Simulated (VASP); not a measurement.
# Results of a VASP single-point calculation on GaN (strained zincblende)

POSCAR

```
Ga N
 1.0000000000000000
     0.0000000000000000    2.2489525411000000    2.1814839649000000
     2.2489525411000000    0.0000000000000000    2.1814839649000000
     2.2489525411000000    2.2489525411000000    0.0000000000000000
 Ga  N
   1   1
Cartesian
  0.0000000000000000  0.0000000000000000  0.0000000000000000
  1.1244762705499998  1.1244762705499998  1.0907419824500000
```

| Quantity | Value |
| --- | --- |
| gap between bands v and c | 1.87 eV |
| least direct gap | 1.87 eV |

Band v is the last that the valence electrons fill when counted band by band, and c is the next. Levels in eV from the top of v:

| point | v−1 | v | c | c+1 |
| --- | --- | --- | --- | --- |
| Γ | -0.14 | 0.00 | 1.87 | 10.39 |
| X | -3.08 | -3.08 | 3.14 | 6.45 |
| K | -4.54 | -2.29 | 5.07 | 8.15 |
| L | -1.22 | -0.99 | 4.78 | 8.82 |
| W | -3.92 | -3.90 | 6.13 | 8.61 |

Question: Which of these levels of theory gave these results?
A. PBE0
B. PBE
C. LDA
D. PBEsol
E. r²SCAN
F. HSE06
G. PBE with spin–orbit coupling

Answer: B.

The INCAR was:

```
ISIF = 2
NBANDS = 16
LASPH = .TRUE.
LWAVE = .FALSE.
IBRION = -1
LREAL = .FALSE.
PREC = Accurate
EDIFF = 1E-7
NSW = 0
SIGMA = 0.02
NELM = 120
ENCUT = 520
GGA = PE
LCHARG = .FALSE.
ISMEAR = -1
```
